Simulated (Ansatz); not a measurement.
Space group Pm-3m (No. 221). a = 3.587 Å, b = 3.587 Å, c = 3.587 Å, α = 90.00°, β = 90.00°, γ = 90.00°
| atom | site | symmetry | x | y | z |
| --- | --- | --- | --- | --- | --- |
| Ti | 1a | m-3m | 0.0000 | 0.0000 | 0.0000 |
| Co | 3c | 4/mm.m | 0.0000 | 0.5000 | 0.5000 |

Equation of state of this TiCo3 structure (not necessarily the ground state), with shape and atoms relaxed at each volume where symmetry leaves them free. It has no gap at any of these volumes. All numbers below come from Ansatz 0.2.0, DFT r2SCAN, scalar-relativistic, plane waves, PAW.

Cutoff 500 eV; k points 12×12×12 on the computed 4-atom cell (Γ-centred); Gaussian smearing, width 0.10 eV; collinear spin.

```tsv
V (Å³/atom)	E − E(largest V) (meV/atom)	P (GPa)
10.848	5.91	14.42
11.194	-16.46	6.58
11.540	-23.29	-0.02
11.886	-17.07	-5.55
12.232	0.00	-10.11
```

Problem. Fit a third-order Birch–Murnaghan equation to E(V).

Solution. V0 = 11.54 Å³/atom, B0 = 200 GPa, B0' = 5.0.

The state reached may not be the lowest one.